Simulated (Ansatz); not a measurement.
C: pressure against volume

C, P6_3/mmc, a = 2.503 Å, c = 4.169 Å. Ansatz: r2SCAN, PAW, 500 eV, Γ-centred 12×12×6 mesh on 4 atoms, Gaussian smearing 0.02 eV; no spin polarisation. Shape and atoms are relaxed at each volume; pressure is positive in compression.

| V (Å³/atom) | P (GPa) |
| --- | --- |
| 4.977 | 72.69 |
| 5.147 | 50.49 |
| 5.316 | ? |
| 5.486 | 14.53 |
| 5.656 | 0.00 |
| 5.825 | -12.62 |
| 5.995 | -23.59 |
| 6.221 | -36.00 |

Question: Take V0 = 5.656 Å³/atom, fit the third-order Birch–Murnaghan form to the other rows, and predict the missing pressure.

Answer: With the Eulerian strain f = ½[(V0/V)^(2/3) − 1] and y = P/[3f(1 + 2f)^(5/2)], the form is the line y = B0 + 1.5 B0 (B0′ − 4) f. Rows (f, y): 0.04450, 440.0; 0.03244, 443.4; 0.01028, 447.8; -0.00972, 454.6; -0.01903, 455.3; -0.03075, 457.4. Means f = 0.004620, y = 449.75; Σ(Δf)² = 0.004412, ΣΔfΔy = -1.048; the slope is their ratio. y = 450.8 − 237.5 f GPa, so B0 = 450.8 GPa and B0′ = 4 + 2 × (-237.5)/(3 × 450.8) = 3.65. At V = 5.316, f = 0.02110, y = 445.79 and P = 31.29 GPa. The run gave 31.24 GPa, so the fit is 0.05 GPa too high, within twice the rms miss on the fitted rows (0.04 GPa).